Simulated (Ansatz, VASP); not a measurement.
**B3N: VASP beside Ansatz**

```
B N
1.0
     2.46271    0.00000    0.00000
     0.00000    2.46271    0.00000
     0.00000    0.00000    8.89223
B N
6 2
Cartesian
  1.2314 0.0000 3.1298
  1.2314 0.0000 7.5759
  0.0000 0.0000 0.0000
  0.0000 0.0000 4.4461
  0.0000 1.2314 1.3163
  0.0000 1.2314 5.7624
  1.2314 1.2314 2.2231
  1.2314 1.2314 6.6692
```

Alike in both runs: task single point; functional PBE; k mesh 8 × 8 × 4; occupations gaussian, width 0.2 eV; no spin polarisation.

```csv
,VASP,Ansatz
version,VASP 6.6.1,Ansatz 0.2.0
potentials or method,"VASP PAW PBE potentials, release 64 (B, N)","scalar-relativistic, plane waves, PAW"
plane-wave cutoff (eV),520,420
valence electrons in the cell,28,28
```

VASP gave:

```
gap on the k mesh at the Fermi level (eV)       : none
pressure (GPa)                                  : 0.2
largest component of the traceless stress (GPa) : 2.67
rms of the force components (eV/Å)              : 0.077
```

Estimate Ansatz's values.

gap on the k mesh at the Fermi level (eV): none; pressure (GPa): 0.0; largest component of the traceless stress (GPa): 2.68; rms of the force components (eV/Å): 0.067.

Atom by atom the forces differ by 0.009 eV/Å (rms over components). A gap of «none» marks a metal or a gap that the smearing closes.
